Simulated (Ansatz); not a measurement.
## Residual resistivity of an alloy: Ag(111) with 4 layers of random Ag-Ta, 2x2

How strongly does chemical disorder scatter in Ag(111) with 4 layers of random Ag-Ta, 2x2?

Calculated with Ansatz 0.2.0; Ansatz plane-wave DFT, PBE, PAW files; ballistic transport by layer matching (Landauer), zero bias; PAW set soft_1.

### 1. Starting point

The cell holds 40 atoms: 38 Ag and 2 Ta. Its edges and angles: a = 5.779 Å, b = 5.779 Å, c = 23.651 Å, α = 93.5°, β = 86.5°, γ = 120.0°. It derives from Ag. Regions: lead, 24 atoms (24 Ag); scattering region, 16 atoms (14 Ag and 2 Ta). The structure is stacked along c, and the current runs across the ab planes.

### 2. With 4 alloy layers

In 4 layers a share of 0.125 of the sites is given to Ta at random. The layers about the cell's end stay perfect and serve as the lead. Energies from -0.05 to 0.05 eV in steps of 0.05 eV are too few for the program's thermal sum, so it prints no conductance; for a metal the transmission near the Fermi level serves, at a fraction of the cost.

input.yaml

```yaml
crystal:
  lattice:
    - [5.7787594586, 0.0, 0.0]
    - [-2.8893797293, 5.0045524935, 0.0]
    - [1.4446898646, -0.8340920822, 23.5916866996]
  atoms:
    - { symbol: Ag, position: [0.9916666667, 0.0083333333, 0.05] }
    - { symbol: Ag, position: [0.9916666667, 0.5083333333, 0.05] }
    - { symbol: Ag, position: [0.4916666667, 0.0083333333, 0.05] }
    - { symbol: Ag, position: [0.4916666667, 0.5083333333, 0.05] }
    - { symbol: Ag, position: [0.1416666667, 0.3583333333, 0.15] }
    - { symbol: Ag, position: [0.1416666667, 0.8583333333, 0.15] }
    - { symbol: Ag, position: [0.6416666667, 0.3583333333, 0.15] }
    - { symbol: Ag, position: [0.6416666667, 0.8583333333, 0.15] }
    - { symbol: Ag, position: [0.2916666667, 0.2083333333, 0.25] }
    - { symbol: Ag, position: [0.2916666667, 0.7083333333, 0.25] }
    - { symbol: Ag, position: [0.7916666667, 0.2083333333, 0.25] }
    - { symbol: Ag, position: [0.7916666667, 0.7083333333, 0.25] }
    - { symbol: Ag, position: [0.9416666667, 0.0583333333, 0.35] }
    - { symbol: Ag, position: [0.9416666667, 0.5583333333, 0.35] }
    - { symbol: Ag, position: [0.4416666667, 0.0583333333, 0.35] }
    - { symbol: Ag, position: [0.4416666667, 0.5583333333, 0.35] }
    - { symbol: Ag, position: [0.0916666667, 0.4083333333, 0.45] }
    - { symbol: Ag, position: [0.0916666667, 0.9083333333, 0.45] }
    - { symbol: Ag, position: [0.5916666667, 0.4083333333, 0.45] }
    - { symbol: Ag, position: [0.5916666667, 0.9083333333, 0.45] }
    - { symbol: Ag, position: [0.2416666667, 0.2583333333, 0.55] }
    - { symbol: Ag, position: [0.2416666667, 0.7583333333, 0.55] }
    - { symbol: Ag, position: [0.7416666667, 0.2583333333, 0.55] }
    - { symbol: Ag, position: [0.7416666667, 0.7583333333, 0.55] }
    - { symbol: Ta, position: [0.8916666667, 0.1083333333, 0.65] }
    - { symbol: Ag, position: [0.8916666667, 0.6083333333, 0.65] }
    - { symbol: Ag, position: [0.3916666667, 0.1083333333, 0.65] }
    - { symbol: Ta, position: [0.3916666667, 0.6083333333, 0.65] }
    - { symbol: Ag, position: [0.0416666667, 0.4583333333, 0.75] }
    - { symbol: Ag, position: [0.0416666667, 0.9583333333, 0.75] }
    - { symbol: Ag, position: [0.5416666667, 0.4583333333, 0.75] }
    - { symbol: Ag, position: [0.5416666667, 0.9583333333, 0.75] }
    - { symbol: Ag, position: [0.1916666667, 0.3083333333, 0.85] }
    - { symbol: Ag, position: [0.1916666667, 0.8083333333, 0.85] }
    - { symbol: Ag, position: [0.6916666667, 0.3083333333, 0.85] }
    - { symbol: Ag, position: [0.6916666667, 0.8083333333, 0.85] }
    - { symbol: Ag, position: [0.8416666667, 0.1583333333, 0.95] }
    - { symbol: Ag, position: [0.8416666667, 0.6583333333, 0.95] }
    - { symbol: Ag, position: [0.3416666667, 0.1583333333, 0.95] }
    - { symbol: Ag, position: [0.3416666667, 0.6583333333, 0.95] }
kpoints:
  mp_grid: { grid: [4, 4, 1] }
hamiltonian:
  xc: pbe
  pseudopotentials: { kind: paw, azcp: { folder: soft_1 } }
scf:
  occupations: { method: fermi_dirac, width: 0.1 }
output:
  transmission: { leads: [[0, 4]], kmesh: [8, 8], e_range: [-0.05, 0.05], de: 0.05 }
  write_potential: true
  write_density: true
  volumetric_format: npy
```

On the command line:

```sh
ansatz run input.yaml --threads 4 --pin off --max-ram 15360MiB --backend cpu --events-out ev --progress --plain --runs-dir out
```

Numbers of over 12 decimals in the logs are rounded to 6 here.

What it wrote:

```text
Engine: ansatz 0.2.0, aarch64-unknown-linux-gnu
Pseudopotentials: kind: paw
Pseudopotential: Ag, paw, valence charge 19, recommended cutoff 420 eV (normal), soft_1/Ag.paw.azcp
Pseudopotential: Ta, paw, valence charge 13, recommended cutoff 420 eV (normal), soft_1/Ta.paw.azcp
Functional definition: PBE
  parameter kappa = 0.804
  parameter beta = 0.066725
  exchange = pbe_x(kappa = kappa, mu = beta*pi^2/3)
  correlation = pbe_c(beta = beta)
Crystal: 40 atoms, lattice volume = 682.274 Å³
Basis set: ecut = 420 eV, 13363 PW (Γ)
Bands: 449, of which v1, the nominal top of the filled ones, is band 374 counted from 1 (373 counted from 0)
Symmetry: 8 space group operations
Space group: P2/m (ITA 10), of the structure as read, at distance tolerance 8.8e-5 Å
k-points: 7 of 16
Non-local potential: Ag, projectors of the file, l = 0: 3, l = 1: 2, l = 2: 2, l = 3: 1
Non-local potential: Ta, projectors of the file, l = 0: 3, l = 1: 2, l = 2: 2, l = 3: 1
PAW form: soft (Blöchl's): semilocal exchange-correlation on the pseudo side does not see the compensation charge
PAW one-centre angular grid: Ag, 590 points (default); XC on 64 Gauss nodes
PAW one-centre angular grid: Ta, 590 points (default); XC on 64 Gauss nodes
Initial density: superposition of atomic densities (chi_scale 0.1, normalization cell, long waves of neutral atoms (reshape's long-wave potential 2.62 eV rms, cloud 3.15 Å wide))
Initial wavefunctions: pseudopotential atomic-orbital guess
Functional: x = pbe(κ = 0.804, μ = 0.219515), c = pbe(β = 0.066725)
SCF iter   1: F=—  HF=-308332.406040 eV  |F-HF|=—  |Δ(HF+E_count)|=         —  Δρ=1.07e-1  dr2=5.83e2  ethr=3.10e-3  ⟨swp⟩=4.1  Hψ=9368  notcnv=0  defer=82
preconditioner: auto → Kerker (q_TF=auto, 2.770 Å⁻¹)  [metal: Δε(μ)=0.011 eV  Ē_g=9.491 eV  σ=0.100 eV  W_gap=0.03  n_scr=260 (ndim 8)  ℏωp=29.4 eV  f_vac=0.000  D(μ)=12.01/eV (n_scr^D=68)]
SCF iter   2: F=—  HF=-308314.059211 eV  |F-HF|=—  |Δ(HF+E_count)|=    1.83e1  Δρ=5.27e-2  dr2=2.06e2  ethr=3.10e-3  ⟨swp⟩=2.0  Hψ=4740  notcnv=0  defer=358
SCF iter   3: F=—  HF=-308306.535754 eV  |F-HF|=—  |Δ(HF+E_count)|=    7.52e0  Δρ=9.46e-3  dr2=2.37e0  ethr=3.10e-3  ⟨swp⟩=2.0  Hψ=4047  notcnv=0  defer=357
SCF iter   4: F=—  HF=-308306.422565 eV  |F-HF|=—  |Δ(HF+E_count)|=   1.13e-1  Δρ=3.58e-3  dr2=3.20e-1  ethr=3.17e-4  ⟨swp⟩=1.9  Hψ=3684  notcnv=0  defer=357
SCF iter   5: F=—  HF=-308306.420446 eV  |F-HF|=—  |Δ(HF+E_count)|=   2.12e-3  Δρ=9.29e-4  dr2=8.13e-2  ethr=4.28e-5  ⟨swp⟩=1.9  Hψ=2823  notcnv=0  defer=357
SCF iter   6: F=—  HF=-308306.417056 eV  |F-HF|=—  |Δ(HF+E_count)|=   3.39e-3  Δρ=2.75e-4  dr2=1.24e-2  ethr=1.09e-5  ⟨swp⟩=1.9  Hψ=2802  notcnv=0  defer=357
SCF iter   7: F=—  HF=-308306.416716 eV  |F-HF|=—  |Δ(HF+E_count)|=   3.39e-4  Δρ=1.26e-4  dr2=6.25e-4  ethr=1.66e-6  ⟨swp⟩=1.7  Hψ=2892  notcnv=0  defer=357
SCF iter   8: F=—  HF=-308306.416516 eV  |F-HF|=—  |Δ(HF+E_count)|=   2.01e-4  Δρ=5.72e-5  dr2=1.17e-4  ethr=8.36e-8  ⟨swp⟩=2.7  Hψ=4649  notcnv=0  defer=357
SCF iter   9: F=—  HF=-308306.416422 eV  |F-HF|=—  |Δ(HF+E_count)|=   9.35e-5  Δρ=1.53e-5  dr2=1.07e-5  ethr=1.56e-8  ⟨swp⟩=1.1  Hψ=2787  notcnv=0  defer=357
SCF iter  10: F=—  HF=-308306.415645 eV  |F-HF|=—  |Δ(HF+E_count)|=   7.78e-4  Δρ=5.50e-6  dr2=1.53e-6  ethr=1.43e-9  ⟨swp⟩=1.1  Hψ=3041  notcnv=0  defer=357
SCF iter  11: F=—  HF=-308306.415644 eV  |F-HF|=—  |Δ(HF+E_count)|=   5.54e-8  Δρ=2.60e-6  dr2=3.24e-7  ethr=2.05e-10  ⟨swp⟩=2.3  Hψ=3454  notcnv=0  defer=357
SCF iter  12: F=-308306.415644 eV  HF=-308306.415644 eV  |F-HF|=6.25e-8  |Δ(HF+E_count)|=   1.56e-8  Δρ=1.16e-6  dr2=6.48e-8  ethr=1.34e-11  ⟨swp⟩=9.0  Hψ=11991  notcnv=0
SCF 1 converged in 12 iterations: F = -308306.415644 eV  dr2 = 6.48e-8
  greatest PAW one-centre occupation: 1.002 electrons in one spin orbital (limit 2), on the Ag atom at site 26 (counted from 0), in its partial waves of l = 0
transmission: 72 of 651 steps passed
transmission: 138 of 651 steps passed
[...]
transmission: 651 of 651 steps passed
SCF converged after 12 iterations
Free energy (F): -308306.415644 eV
Harris-Foulkes:  -308306.415644 eV  (|F-HF|=6.25e-8)
Internal energy: -308305.936460 eV  (E = F + TS)
E sigma→0 (E₀):  -308306.176052 eV
Entropy (-TS):   -0.479185 eV (-11.980 meV/atom)
Fermi energy:    17.430437 eV
--- Per-component energies (eV) ---
  E_band       = -9143.615016
  E_kinetic    = 18558.650382
  E_local      = -82154.208794  (includes V_loc(G=0)·N_el)
  E_nonlocal   = 1175.742983
  E_hartree    = 40297.699242
  E_xc         = -6694.208568
  E_vxc        = -8128.434763  (∫ρ·V_xc dr)
  E_paw        = -166902.185730  (= ΣΔE_a)
  E_vpaw       = -19190.789407  (= ΣTr[D̂ρ^β])
  E_aug_tail   = 0.014487  (compensation charges beyond the density's cutoff)
  E_ewald      = -112587.440461
  E_smearing   = -0.479185  (= −TS)
  E_closure    = -0.000000  (closes the sum)
  Σ components = -308306.415644   (vs F -308306.415644, Δ=0.00e0)
--- Band table (eV; the first three rows and the last of 7) ---
  k-point 0: bands = [... 370 lower, 17.5411, 17.5474, 17.8355, 17.8855, 17.9666, 18.0904, 18.1502, 18.2280, ... 71 higher]
  k-point 1: bands = [... 370 lower, 17.1317, 17.1660, 17.1806, 17.3696, 17.4979, 17.6396, 17.6603, 17.8198, ... 71 higher]
  k-point 2: bands = [... 370 lower, 17.0560, 17.0560, 17.2949, 17.2949, 17.5537, 17.5537, 17.7161, 17.7161, ... 71 higher]
  k-point 6: bands = [... 370 lower, 17.0520, 17.0562, 17.0696, 17.1513, 17.1958, 17.1983, 17.7596, 17.8190, ... 71 higher]
--- Transmission ---
  basis      : 253 plane waves across, 31 finite elements along
  points     : 21, standing for a mesh of 8 x 8
  energies   : 3 from -0.050000 to 0.050000 eV about the Fermi level, 0.050000 eV apart; the leads are filled to 0.000000 eV, and channels, transmission and decay are at 0.000000 eV
  crystal 0  : Ag4, at the sites [0, 4], period 2.3592 Å, over 21.23 Å; its Hamiltonian steps by up to 13.9 meV
    offset         : up to 0.0000 Å between an atom of the period and one for which it stands
    channels       : 3.234375e0 a spin
    conductance    : none, the energies end too early or step too widely for 300 K: set another output.transmission.e_range or a lower de, or, where they end at an eighth of basis.ecutwfc, a higher one
  junction   : crystal 0 to crystal 0, 4.02 to 25.25 Å
    transmission   : 1.588480e0 a spin
    conductance    : none, the energies end too early or step too widely for 300 K: set another output.transmission.e_range or a lower de, or, where they end at an eighth of basis.ecutwfc, a higher one
```

Elapsed: 4.8 min, on 4 threads of Arm Neoverse V1, shared host; peak memory 5.4 GiB; 16 min of CPU time.

Numbers from this step:

* free energy: -308306.4156 eV
* energy at zero smearing: -308306.1761 eV
* Fermi energy: 17.43 eV
* cell area: 28.92 Å²
* transmission per spin nearest the Fermi level: 1.588
* open channels per spin nearest the Fermi level: 3.234
* step of the lead's potential: 13.9 meV

Per spin. Transmission, zone mean against energy, zero at the Fermi level:

```
energy (eV)  transmission, zone mean
    -0.0500                     1.65
     0.0000                     1.59
     0.0500                     1.53
```

Per spin. The open channels, zone mean, lead by energy, zero at the Fermi level:

```
energy (eV)  open channels, zone mean, lead
    -0.0500                            3.33
     0.0000                            3.23
     0.0500                            3.23
```

Transmission over k1 and k2. At 0.0000 eV from the Fermi level.

Ten even steps from '_' (0.74) to '@' (2.75):
```
__--__::%%==::::
::__@@==##....::
--::==####--..==
##%%####**####%%
--==..--####==::
::::....##==@@__
__::::==%%::__--
::__::--##--::__
```
Columns: k1 (b1) from -0.5 to 0.375; rows upwards: k2 (b2) from -0.5 to 0.375.

Open channels over k1 and k2. At 0.0000 eV from the Fermi level.

Ten even steps from '_' (3.00) to '@' (4.00):
```
__@@____@@______
____@@__@@______
________________
@@@@@@______@@@@
________________
________@@__@@__
________@@____@@
@@______@@______
```
Columns: k1 (b1) from -0.5 to 0.375; rows upwards: k2 (b2) from -0.5 to 0.375.

Over the solved energies the transmission per spin lies between 1.53 and 1.65, out of 3.27 channels of the lead on average (up to 3.33).

### 3. With 8 alloy layers

In 8 layers a share of 0.125 of the sites is given to Ta at random. A fresh draw is used; the growth of the resistance with length is what counts.

System of this step: Ag(111) with 8 layers of random Ag-Ta, 2x2. The cell holds 56 atoms: 52 Ag and 4 Ta. Its edges and angles: a = 5.779 Å, b = 5.779 Å, c = 33.070 Å, α = 87.5°, β = 92.5°, γ = 120.0°. It derives from Ag. Regions: lead, 24 atoms (24 Ag); scattering region, 32 atoms (28 Ag and 4 Ta). The structure is stacked along c, and the current runs across the ab planes.

input.yaml

```yaml
crystal:
  lattice:
    - [5.7787594586, 0.0, 0.0]
    - [-2.8893797293, 5.0045524935, 0.0]
    - [-1.4446898646, 0.8340920822, 33.0283613795]
  atoms:
    - { symbol: Ag, position: [0.005952381, 0.994047619, 0.0357142857] }
    - { symbol: Ag, position: [0.005952381, 0.494047619, 0.0357142857] }
    - { symbol: Ag, position: [0.505952381, 0.994047619, 0.0357142857] }
    - { symbol: Ag, position: [0.505952381, 0.494047619, 0.0357142857] }
    - { symbol: Ag, position: [0.1845238095, 0.3154761905, 0.1071428571] }
    - { symbol: Ag, position: [0.1845238095, 0.8154761905, 0.1071428571] }
    - { symbol: Ag, position: [0.6845238095, 0.3154761905, 0.1071428571] }
    - { symbol: Ag, position: [0.6845238095, 0.8154761905, 0.1071428571] }
    - { symbol: Ag, position: [0.3630952381, 0.1369047619, 0.1785714286] }
    - { symbol: Ag, position: [0.3630952381, 0.6369047619, 0.1785714286] }
    - { symbol: Ag, position: [0.8630952381, 0.1369047619, 0.1785714286] }
    - { symbol: Ag, position: [0.8630952381, 0.6369047619, 0.1785714286] }
    - { symbol: Ag, position: [0.0416666667, 0.9583333333, 0.25] }
    - { symbol: Ag, position: [0.0416666667, 0.4583333333, 0.25] }
    - { symbol: Ta, position: [0.5416666667, 0.9583333333, 0.25] }
    - { symbol: Ag, position: [0.5416666667, 0.4583333333, 0.25] }
    - { symbol: Ag, position: [0.2202380952, 0.2797619048, 0.3214285714] }
    - { symbol: Ag, position: [0.2202380952, 0.7797619048, 0.3214285714] }
    - { symbol: Ag, position: [0.7202380952, 0.2797619048, 0.3214285714] }
    - { symbol: Ag, position: [0.7202380952, 0.7797619048, 0.3214285714] }
    - { symbol: Ag, position: [0.3988095238, 0.1011904762, 0.3928571429] }
    - { symbol: Ag, position: [0.3988095238, 0.6011904762, 0.3928571429] }
    - { symbol: Ag, position: [0.8988095238, 0.1011904762, 0.3928571429] }
    - { symbol: Ag, position: [0.8988095238, 0.6011904762, 0.3928571429] }
    - { symbol: Ag, position: [0.0773809524, 0.9226190476, 0.4642857143] }
    - { symbol: Ag, position: [0.0773809524, 0.4226190476, 0.4642857143] }
    - { symbol: Ag, position: [0.5773809524, 0.9226190476, 0.4642857143] }
    - { symbol: Ag, position: [0.5773809524, 0.4226190476, 0.4642857143] }
    - { symbol: Ta, position: [0.255952381, 0.244047619, 0.5357142857] }
    - { symbol: Ag, position: [0.255952381, 0.744047619, 0.5357142857] }
    - { symbol: Ag, position: [0.755952381, 0.244047619, 0.5357142857] }
    - { symbol: Ag, position: [0.755952381, 0.744047619, 0.5357142857] }
    - { symbol: Ag, position: [0.4345238095, 0.0654761905, 0.6071428571] }
    - { symbol: Ag, position: [0.4345238095, 0.5654761905, 0.6071428571] }
    - { symbol: Ag, position: [0.9345238095, 0.0654761905, 0.6071428571] }
    - { symbol: Ag, position: [0.9345238095, 0.5654761905, 0.6071428571] }
    - { symbol: Ag, position: [0.1130952381, 0.8869047619, 0.6785714286] }
    - { symbol: Ag, position: [0.1130952381, 0.3869047619, 0.6785714286] }
    - { symbol: Ta, position: [0.6130952381, 0.8869047619, 0.6785714286] }
    - { symbol: Ag, position: [0.6130952381, 0.3869047619, 0.6785714286] }
    - { symbol: Ag, position: [0.2916666667, 0.2083333333, 0.75] }
    - { symbol: Ag, position: [0.2916666667, 0.7083333333, 0.75] }
    - { symbol: Ag, position: [0.7916666667, 0.2083333333, 0.75] }
    - { symbol: Ta, position: [0.7916666667, 0.7083333333, 0.75] }
    - { symbol: Ag, position: [0.4702380952, 0.0297619048, 0.8214285714] }
    - { symbol: Ag, position: [0.4702380952, 0.5297619048, 0.8214285714] }
    - { symbol: Ag, position: [0.9702380952, 0.0297619048, 0.8214285714] }
    - { symbol: Ag, position: [0.9702380952, 0.5297619048, 0.8214285714] }
    - { symbol: Ag, position: [0.1488095238, 0.8511904762, 0.8928571429] }
    - { symbol: Ag, position: [0.1488095238, 0.3511904762, 0.8928571429] }
    - { symbol: Ag, position: [0.6488095238, 0.8511904762, 0.8928571429] }
    - { symbol: Ag, position: [0.6488095238, 0.3511904762, 0.8928571429] }
    - { symbol: Ag, position: [0.3273809524, 0.1726190476, 0.9642857143] }
    - { symbol: Ag, position: [0.3273809524, 0.6726190476, 0.9642857143] }
    - { symbol: Ag, position: [0.8273809524, 0.1726190476, 0.9642857143] }
    - { symbol: Ag, position: [0.8273809524, 0.6726190476, 0.9642857143] }
kpoints:
  mp_grid: { grid: [4, 4, 1] }
hamiltonian:
  xc: pbe
  pseudopotentials: { kind: paw, azcp: { folder: soft_1 } }
scf:
  occupations: { method: fermi_dirac, width: 0.1 }
output:
  transmission: { leads: [[0, 4]], kmesh: [8, 8], e_range: [-0.05, 0.05], de: 0.05 }
  write_potential: true
  write_density: true
  volumetric_format: npy
```

What it wrote:

```text
[...]
Crystal: 56 atoms, lattice volume = 955.184 Å³
Basis set: ecut = 420 eV, 18759 PW (Γ)
Bands: 624, of which v1, the nominal top of the filled ones, is band 520 counted from 1 (519 counted from 0)
Symmetry: 2 space group operations
[...]
k-points: 7 of 16 (time reversal used)
[...]
SCF iter   1: F=—  HF=-434472.097803 eV  |F-HF|=—  |Δ(HF+E_count)|=         —  Δρ=1.14e-1  dr2=5.82e2  ethr=3.10e-3  ⟨swp⟩=4.0  Hψ=12921  notcnv=0  defer=113
[...]
SCF iter  13: F=-434435.423811 eV  HF=-434435.423811 eV  |F-HF|=1.14e-8  |Δ(HF+E_count)|=   6.98e-9  Δρ=4.98e-7  dr2=1.24e-8  ethr=9.62e-12  ⟨swp⟩=9.1  Hψ=16440  notcnv=0
SCF 1 converged in 13 iterations: F = -434435.423811 eV  dr2 = 1.24e-8
[...]
transmission: 99 of 945 steps passed
transmission: 189 of 945 steps passed
[...]
transmission: 945 of 945 steps passed
SCF converged after 13 iterations
Free energy (F): -434435.423811 eV
[...]
Internal energy: -434434.355456 eV  (E = F + TS)
E sigma→0 (E₀):  -434434.889633 eV
Entropy (-TS):   -1.068355 eV (-19.078 meV/atom)
Fermi energy:    17.528308 eV
[...]
--- Band table (eV; the first three rows and the last of 7) ---
  k-point 0: bands = [... 516 lower, 17.6516, 17.7095, 17.7555, 17.8840, 17.8981, 17.9433, 17.9528, 18.0381, ... 100 higher]
  k-point 1: bands = [... 516 lower, 17.3509, 17.3927, 17.4583, 17.5112, 17.5472, 17.6448, 17.7180, 17.7642, ... 100 higher]
  k-point 2: bands = [... 516 lower, 17.2239, 17.2499, 17.3447, 17.3730, 17.4646, 17.4948, 17.5407, 17.5928, ... 100 higher]
  k-point 6: bands = [... 516 lower, 17.2346, 17.2463, 17.3087, 17.3617, 17.4195, 17.5011, 17.5430, 17.5589, ... 100 higher]
--- Transmission ---
  basis      : 253 plane waves across, 45 finite elements along
  points     : 21, standing for a mesh of 8 x 8
[...]
channels       : 3.234375e0 a spin
[...]
junction   : crystal 0 to crystal 0, 0.70 to 31.37 Å
    transmission   : 7.516361e-1 a spin
[...]
```

The job ended after 11 min (4 threads; peak memory 8 GiB).

Numbers from this step:

* free energy: -434435.4238 eV
* energy at zero smearing: -434434.8896 eV
* Fermi energy: 17.53 eV
* transmission per spin nearest the Fermi level: 0.7516
* step of the lead's potential: 16.1 meV

Per spin. Transmission, zone mean against energy, zero at the Fermi level:

```
energy (eV)  transmission, zone mean
    -0.0500                    0.834
     0.0000                    0.752
     0.0500                    0.689
```

Over the solved energies the transmission per spin lies between 0.689 and 0.834, out of 3.27 channels of the lead on average (up to 3.33).

(Continued in part 2 of 2.)

[Logs are printed without paths, hosts, clocks, repeated set-up lines and the standing remarks that a program may print on its own settings, such as how far it seeks lower states.]

[Hosts, paths, dates, database ids (printed as entryN), source tags and the programs' standing remarks are cut or masked in the printed files.]
